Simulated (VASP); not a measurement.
Input of a VASP 6.6.1 run:

Contents of INCAR:

```
PREC = Accurate
ENCUT = 500
EDIFF = 1E-6
ISMEAR = 0
SIGMA = 0.01
LREAL = F
LASPH = T
NELM = 120
ALGO = Normal
ISIF = 2
LWAVE = F
LCHARG = F
GGA = PE
IVDW = 12
NBANDS = 11
GGA_COMPAT = F
```

Contents of KPOINTS:

```
Automatic mesh
0
Gamma
  8 8 8
```

File POSCAR:

```
AlP
1.0
    0.0000000000      2.7285358723      2.7285358723
    2.7285358723      0.0000000000      2.7285358723
    2.7285358723      2.7285358723      0.0000000000
Al P
1 1
Direct
    0.0000000000      0.0000000000      0.0000000000
    0.2500000000      0.2500000000      0.2500000000
```

Potentials or basis: VASP PAW PBE potentials, release 64 (Al, P).

Command:

```bash
$ cat potpaw_PBE.64/Al/POTCAR potpaw_PBE.64/P/POTCAR > POTCAR
$ mpirun -np 1 vasp_std > vasp.out
```

(1) Estimate the dispersion energy per atom.

(2) Estimate the pressure.

(3) Predict the band gap on the k mesh.

Answers

(1) -0.309 eV.

(2) -0.3 GPa.

(3) 1.58 eV, indirect (least direct gap 3.32 eV).

Caveat: three body term missing.

**What was measured.**

From a printed reference work, data compilation, for a bulk crystal of AlP at 4.2 K: band gap 2.505 eV (indirect).

Measured gap of AlP: 2.505 eV (indirect; 4.2 K; a printed reference work, data compilation). This calculation gives 1.58 eV (-0.93 eV). The value is that of PBE+D3(BJ) on a finite k mesh, which can miss the band edges, without temperature or zero-point motion. Semilocal functionals fall short of measured gaps as a rule.
